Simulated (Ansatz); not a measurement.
Bulk crystal (ZnS) after relaxation:

```cif
data_structure
_symmetry_space_group_name_H-M 'P 1'
_symmetry_Int_Tables_number 1
_cell_length_a 3.8489
_cell_length_b 3.8489
_cell_length_c 3.8489
_cell_angle_alpha 60.000
_cell_angle_beta 60.000
_cell_angle_gamma 60.000
_cell_volume 40.32
loop_
_atom_site_label
_atom_site_type_symbol
_atom_site_fract_x
_atom_site_fract_y
_atom_site_fract_z
_atom_site_occupancy
Zn1 Zn 0.00000 0.00000 0.00000 1
S1 S 0.75000 0.75000 0.75000 1
```

Miller indices refer to the conventional cell of F-43m (No. 216), a = 5.443 Å, b = 5.443 Å, c = 5.443 Å, α = 90.00°, β = 90.00°, γ = 90.00°. The bulk's gap is 2.02 eV.

The (111) slab of 8 planes, 10.2 Å thick with 15 Å of vacuum as cut; outer planes Zn (top) and S (bottom).

Method: DFT PBE, scalar-relativistic, plane waves, PAW (Ansatz). Settings: cutoff 420 eV, Γ-centred mesh 9×9×1 on the computed 8-atom cell, Gaussian smearing of 0.05 eV; no spin polarisation. A dipole correction removes the field between periodic images along c.

This cut of an insulator is polar or leaves open shells, so the slab is metallic here; real surfaces compensate by reconstruction or adsorbates. The slab's middle planes relax by over 3 % too, so it holds no bulk-like region.

Results for the relaxed slab:

For the relaxed slab, the surface energy (mean of both faces) is 1.09 J/m², the gap of the slab on the mesh is none (metal or semimetal) and the work function is 2.41 eV (top), 6.85 eV (bottom). The dipole of the slab along +c, per cell is 0.31 e·Å.

Relaxation lowers the energy by 0.226 J/m² a face; the largest move is 0.402 Å.

| plane (bottom to top) | atoms | spacing to next, bulk (Å) | relaxed (Å) | change (%) |
| --- | --- | --- | --- | --- |
| 1 | S | 0.786 | 0.525 | -33.2 |
| 2 | Zn | 2.357 | 2.746 | +16.5 |
| 3 | S | 0.786 | 0.507 | -35.4 |
| 4 | Zn | 2.357 | 2.743 | +16.4 |
| 5 | S | 0.786 | 0.520 | -33.9 |
| 6 | Zn | 2.357 | 2.809 | +19.2 |
| 7 | S | 0.786 | 0.182 | -76.9 |
| 8 | Zn |  |  |  |